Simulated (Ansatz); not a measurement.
# Zr under changes of volume

One of the cells (23.281 Å³/atom); the others are scaled copies at fixed shape and fractional positions:

```
Zr
1.0
     3.23200    0.00000    0.00000
    -1.61600    2.79899    0.00000
     0.00000    0.00000    5.14700
Zr
2
Direct
  0.66667 0.33333 0.75000
  0.33333 0.66667 0.25000
```

```yaml
Program: Ansatz 0.2.0
Functional: PBE
Potentials_or_basis: SPMS NC
Cutoff: "463 eV (not typed: the program's choice for these potentials)"
k_mesh: 9 × 9 × 5
Occupations: fermi-dirac, width 0.05 eV
Spin: no spin polarisation
```

| volume (Å³/atom) | energy over the lowest point (meV/atom) | pressure (GPa) |
| --- | --- | --- |
| 21.884 | 33.70 | 7.3 |
| 22.350 | ? | ? |
| 22.815 | 4.97 | 2.7 |
| 23.281 | 0.00 | 0.7 |
| 23.746 | 0.63 | -1.2 |
| 24.212 | 6.45 | -2.9 |
| 24.678 | 17.03 | -4.4 |

Q: What does the run at 22.350 Å³/atom give?

A: Energy over the lowest point 16.04 meV/atom; pressure 4.9 GPa.

Worked out: A Birch-Murnaghan fit of order 3 (a polynomial in V^(-2/3)) to the other rows has its minimum at 23.46 Å³/atom with B0 = V·E''(V) = 94 GPa and B' = 3.1 at fixed shape and positions, which overstates the stiffness. It gives 16.02 meV/atom at 22.350 Å³/atom, against the run's 16.04, and -dE/dV = 4.9 GPa, against 4.9.

Energies are extrapolated to zero smearing.
